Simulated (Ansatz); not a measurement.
## Cd: course of a relaxation

The calculation used DFT PBE, scalar-relativistic, plane waves, PAW in Ansatz. (420 eV cutoff, 18×18×4 k-mesh, Gaussian smearing of 0.10 eV, no spin polarisation)

What was changed in Co: Co → Cd on all its sites, cell and atoms relaxed.

Command:

```bash
ansatz run input.yaml --threads 1 --pin off --max-ram 2560MiB --backend cpu --events-out ev --progress --plain --runs-dir out
```

Input:

```yaml
crystal:
  lattice:
    - [3.1100379424, 0.0, 0.0]
    - [-1.5550189712, 2.6933718648, 0.0]
    - [0.0, 0.0, 10.8860011982]
  atoms:
    - { symbol: Cd, position: [0.0, 0.0, 0.0] }
    - { symbol: Cd, position: [0.3333333333, 0.6666666667, 0.25] }
    - { symbol: Cd, position: [0.0, 0.0, 0.5] }
    - { symbol: Cd, position: [0.6666666667, 0.3333333333, 0.75] }
basis:
  ecutwfc: 420
kpoints:
  mp_grid: { grid: [18, 18, 4] }
hamiltonian:
  xc: pbe
scf:
  occupations: { method: gaussian, width: 0.1 }
output:
  forces: true
  stress: true
  eigenvalues: true
relax:
  adjacent_minimum: "off"
  f_tol: 0.01
  max_steps: 60
  cell: { stress_tol: 0.1 }
```

F is the free energy. Steps run on the plane waves of an earlier cell, but the last one, and at times one on the way, on a freshly chosen basis, so a repeated geometry can differ a little in energy.

Steps:

```tsv
step	F − F(1) (eV)	largest force component (eV/Å)	V (Å³/atom)	P (GPa)
1	0.0000	0.000	22.797	-0.09
2	-0.0072	0.000	22.764	-0.02
3	-0.0192	0.000	22.547	0.88
4	-0.0159	0.000	23.560	-0.88
5	-0.0233	0.000	23.014	-0.03
6	-0.0233	0.000	23.014	-0.04
```

Relaxed structure:

```xyz
4
Lattice="3.0278 0.0000 0.0000 -1.5139 2.6222 0.0000 0.0000 0.0000 11.5947" Properties=species:S:1:pos:R:3 pbc="T T T"
Cd    0.0000    0.0000    0.0000
Cd    0.0000    1.7481    2.8987
Cd    0.0000    0.0000    5.7974
Cd    1.5139    0.8741    8.6960
```

It takes space group P6_3/mmc (No. 194, hexagonal). Conventional cell: a = 3.028 Å, b = 3.028 Å, c = 11.595 Å, α = 90.00°, β = 90.00°, γ = 120.00°. Around Cd (site symmetry -3m) lie 12 Cd at 3.03 to 3.39 Å. Cd (site symmetry -6m2) is surrounded by 12 Cd at 3.03 to 3.39 Å.

The run converged. It took 110 s on 1 thread of Arm Neoverse V2 (shared host), peak memory 0.57 GiB.